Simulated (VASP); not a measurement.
Write the native input for VASP 6.6.1 that does the following.

| Quantity | Value |
| --- | --- |
| Task | relaxation of cell and atoms |
| Functional | PBE |
| Potentials or basis | VASP PAW PBE potentials, release 64 (C, Si) |
| Cutoff | 600 eV |
| k mesh | 8 × 8 × 6 |
| Occupations | fermi-dirac, width 0.02 eV |
| Spin | no spin polarisation |
| Dipole correction | no |
| Further INCAR settings | ALGO = Normal; EDIFF = 1e-06; IBRION = 2; EDIFFG = -0.005; NSW = 80; ISIF = 3 |

The structure of SiC3 lies in POSCAR:

```
SiC3
1.0
    2.7679234093      0.0000000000      0.0000000000
    0.0000000000      2.7679234093      0.0000000000
    0.0000000000      0.0000000000      3.9144348251
C Si
3 1
Direct
    0.5000000000      0.0000000000      0.7500000000
    0.5000000000      0.5000000000      0.0000000000
    0.0000000000      0.5000000000      0.2500000000
    0.0000000000      0.0000000000      0.5000000000
```

The cell was built by a generator and needn't be a form met in nature.

The input as run:

INCAR

```
SYSTEM = SiC3
ALGO = Normal
EDIFF = 1E-6
EDIFFG = -0.005
ENCUT = 600
GGA = PE
IBRION = 2
ISIF = 3
ISMEAR = -1
LASPH = .TRUE.
LCHARG = .FALSE.
LREAL = .FALSE.
LWAVE = .FALSE.
NELM = 100
NSW = 80
PREC = Accurate
SIGMA = 0.02
```

KPOINTS

```
k-points
0
G
  8 8 6
  0 0 0
```

Potentials or basis: VASP PAW PBE potentials, release 64 (C, Si).

Command:

```sh
$ cat potpaw_PBE.64/C/POTCAR potpaw_PBE.64/Si/POTCAR > POTCAR
$ mpirun -np 1 vasp_std > vasp.out
```

Results of the run:

| Item | Value |
| --- | --- |
| Relaxed volume | 8.07 Å³/atom |
| Relaxed cell | a = 2.803 Å, b = 2.803 Å, c = 4.111 Å, α = 90.00°, β = 90.00°, γ = 90.00° |
| Space group after relaxing (to 0.05 Å) | P-4m2 (No. 115) |
| Energy gained by relaxing | 334.5 meV/atom |
| Ionic steps | 11 |
| Pressure after relaxing | 0.0 GPa |
| Band gap on the k mesh | 1.46 eV, indirect (least direct gap 1.80 eV) |

It took 40 s on 1 thread of Intel(R) Xeon(R) 6975P-C (Granite Rapids), with other jobs on the host, peak memory 0.16 GiB.
